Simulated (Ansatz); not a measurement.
SiO2: do energies and stresses tell the same story?

Method: DFT PBE, scalar-relativistic, plane waves, PAW in Ansatz 0.2.0.

Settings: cutoff 420 eV, Γ-centred mesh 6×6×4 on the computed 12-atom cell, Gaussian smearing of 0.02 eV; no spin polarisation.

Relaxed cell: P6_3/mmc, a = 5.276 Å, b = 5.276 Å, c = 8.612 Å, α = 90.00°, β = 90.00°, γ = 120.00°, 12 atoms in the primitive cell. This form isn't the usual stable structure of the compound.

Energies at zero smearing and pressures from the stress tensor, at volumes with shape and atoms relaxed:
```tsv
V (Å³/atom)	E − E(first) (meV/atom)	P (GPa)
15.224	0.00	23.86
15.743	-65.05	16.48
16.262	-107.91	10.14
16.781	-131.75	4.70
17.300	-139.17	0.01
17.819	-132.50	-4.03
18.338	-113.67	-7.51
19.030	-72.59	-11.39
```

Question: Check P = −dE/dV between neighbouring volumes, and get the bulk modulus from the pressures alone.

Answer: With 1 eV/Å³ = 160.2 GPa:
| middle V (Å³/atom) | −ΔE/ΔV (GPa) | mean P (GPa) |
| --- | --- | --- |
| 15.484 | 20.081 | 20.169 |
| 16.003 | 13.231 | 13.313 |
| 16.522 | 7.360 | 7.420 |
| 17.041 | 2.288 | 2.350 |
| 17.560 | -2.058 | -2.013 |
| 18.079 | -5.814 | -5.769 |
| 18.684 | -9.511 | -9.449 |

The two differ by 0.09 GPa at most. The mean of two end pressures misses the average over a step by about ΔV² P″/12, up to 0.09 GPa here; with that taken off 0.01 GPa remains. Around V = 17.300 Å³/atom, the two neighbours give B = −V ΔP/ΔV = 17.300 × 8.73 / 1.038 = 145.5 GPa, against B0 = 144.7 GPa from the Birch–Murnaghan fit of the energies.

Cost: 9 runs of about 5.9 core-minutes in all, on Arm Neoverse V1 (shared hosts).